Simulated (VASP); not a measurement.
# RbBr in VASP 6.6.1, single-point calculation

INCAR

```
GGA = 91
LASPH = .TRUE.
ENCUT = 520
NBANDS = 15
ISMEAR = -1
SIGMA = 0.02
LWAVE = .FALSE.
IBRION = -1
NELM = 95
EDIFF = 1E-7
NSW = 0
PREC = Accurate
LCHARG = .FALSE.
LREAL = .FALSE.
ISIF = 2
```

KPOINTS

```
KPOINTS created by Atomic Simulation Environment
0
Gamma
6 6 6
0 0 0
```

POSCAR

```
Rb Br
 1.0000000000000000
     0.0000000000000000    4.0242767392000003    4.0242767392000003
     4.0242767392000003    0.0000000000000000    4.0242767392000003
     4.0242767392000003    4.0242767392000003    0.0000000000000000
 Rb  Br
   1   1
Cartesian
  0.0000000000000000  0.0000000000000000  0.0000000000000000
  2.0121383695999997  2.0121383695999997  2.0121383695999997
```

The recommended PBE PAW datasets give the neutral cell 16 valence electrons.

Command

```
mpirun -np 1 vasp_std
```

**Question.** Predict the outcome of this run.

**Answer.** It converged. Results: gap between bands v and c on the k mesh 3.96 eV; least direct gap on the k mesh 4.01 eV; pressure -0.6 GPa. Band v is the last that the valence electrons fill when counted band by band, and c is the next.

OSZICAR

```
N       E                     dE             d eps       ncg     rms          rms(c)
DAV:   1     0.960975857151E+02    0.96098E+02   -0.60056E+03   480   0.858E+02
DAV:   2     0.348031640025E+01   -0.92617E+02   -0.83818E+02   643   0.156E+02
DAV:   3    -0.609031970471E+01   -0.95706E+01   -0.95347E+01   662   0.530E+01
DAV:   4    -0.640125347215E+01   -0.31093E+00   -0.31086E+00   737   0.934E+00
DAV:   5    -0.640323146285E+01   -0.19780E-02   -0.19780E-02   669   0.785E-01    0.244E+00
DAV:   6    -0.600229249795E+01    0.40094E+00   -0.49957E-01   606   0.271E+00    0.152E+00
DAV:   7    -0.594187967439E+01    0.60413E-01   -0.24905E-01   648   0.196E+00    0.858E-01
DAV:   8    -0.596839801795E+01   -0.26518E-01   -0.29361E-02   646   0.904E-01    0.176E-01
DAV:   9    -0.597282796464E+01   -0.44299E-02   -0.53208E-03   522   0.347E-01    0.128E-01
DAV:  10    -0.597459737636E+01   -0.17694E-02   -0.14710E-03   488   0.287E-01    0.310E-02
DAV:  11    -0.597462272043E+01   -0.25344E-04   -0.15631E-04   620   0.681E-02    0.122E-02
DAV:  12    -0.597460430857E+01    0.18412E-04   -0.97135E-05   480   0.714E-02    0.247E-03
DAV:  13    -0.597460429912E+01    0.94478E-08   -0.14508E-06   585   0.903E-03    0.243E-03
DAV:  14    -0.597460446905E+01   -0.16992E-06   -0.79185E-07   487   0.743E-03    0.530E-04
DAV:  15    -0.597460445660E+01    0.12444E-07   -0.73612E-08   439   0.167E-03
   1 F= -.59746045E+01 E0= -.59746045E+01  d E =-.237551E-10
```

For comparison, a separate PBE run of the intended cell, on usual settings and not on those above, gives a gap of 3.91 eV on its mesh and a pressure of -0.6 GPa.
